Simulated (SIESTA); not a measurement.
Runs of SIESTA 5.4.2 on SnSe. It takes space group Fm-3m (No. 225, cubic). Conventional cell: a = 6.020 Å, b = 6.020 Å, c = 6.020 Å, α = 90.00°, β = 90.00°, γ = 90.00°. Sn (site symmetry m-3m) has 6 Se at 3.01 Å as nearest neighbours. Se (site symmetry m-3m) has 6 Sn at 3.01 Å as nearest neighbours. Measurements of this composition are mostly on another form, of space group No. 62.

| task | level | potentials or basis | cell | k mesh | optimiser | force tolerance | gap on the mesh (eV) | pressure (GPa) | relaxed volume (Å³/atom) |
| --- | --- | --- | --- | --- | --- | --- | --- | --- | --- |
| relaxation of cell and atoms | PBE | PseudoDojo 0.4 standard (PBE files), TZDP (energy shift 0.003 Ry; two zetas on semicore shells) | relaxed | 6 × 6 × 6 | Broyden | 0.01 eV/Å | (c) | 0.0 | 28.04 |
| relaxation of cell and atoms | PBE | PseudoDojo 0.4 standard (PBE files), SZP (energy shift 0.003 Ry) | relaxed | 6 × 6 × 6 | Broyden | 0.01 eV/Å | (a) | 0.0 | 29.23 |
| band structure | LDA | PseudoDojo 0.4 standard (LDA files), DZP (energy shift 0.003 Ry; two zetas on semicore shells) | as given | 8 × 8 × 8 | - | - | - | -1.8 | - |
| relaxation of cell and atoms | PBE | PseudoDojo 0.4 standard (PBE files), DZP (energy shift 0.003 Ry; two zetas on semicore shells) | relaxed | 6 × 6 × 6 | Broyden | 0.01 eV/Å | 0.32 | 0.1 | (b) |
| relaxation of cell and atoms | PBE | PseudoDojo 0.4 standard (PBE files), TZP (energy shift 0.003 Ry; two zetas on semicore shells) | relaxed | 6 × 6 × 6 | Broyden | 0.01 eV/Å | 0.36 | -0.1 | 28.29 |

Alike in all rows: no spin polarisation; smearing fermi-dirac 0.05 eV; grid cutoff 500 Ry; energy shift 0.003 Ry.

Question: Estimate the missing entries.

Answer: (a) none; (b) 28.41; (c) 0.40.

Caveats: the basis of atomic orbitals isn't converged, which shifts pressures, moduli and gaps; spin-orbit coupling is left out, which moves the levels of the heavy elements (some runs).

A k mesh can miss the band edges, and the runs leave out spin-orbit coupling on Se, Sn.
